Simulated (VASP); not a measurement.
Crystal: AgBr.

```xyz
2
Lattice="0.0000 2.8702 2.8702 2.8702 0.0000 2.8702 2.8702 2.8702 0.0000" Properties=species:S:1:pos:R:3 pbc="T T T"
Ag    0.0000    0.0000    0.0000
Br    2.8702    2.8702    2.8702
```

Program: VASP 6.6.1. Alike in all runs: task band structure; potentials or basis VASP PAW PBE potentials, release 64 (Ag, Br); no spin polarisation; cell as given; k mesh 6 × 6 × 6; cutoff (eV) 520; smearing gaussian 0.02 eV.

Task: Order these runs on this cell by their band gap on the k mesh, lowest first.
A. level PBE0; exchange at q = 0 truncated
B. level HSE03
C. level HSE06; screening parameter 0.2 1/A

Result: B (1.80 eV), C (2.02 eV), A (2.67 eV).

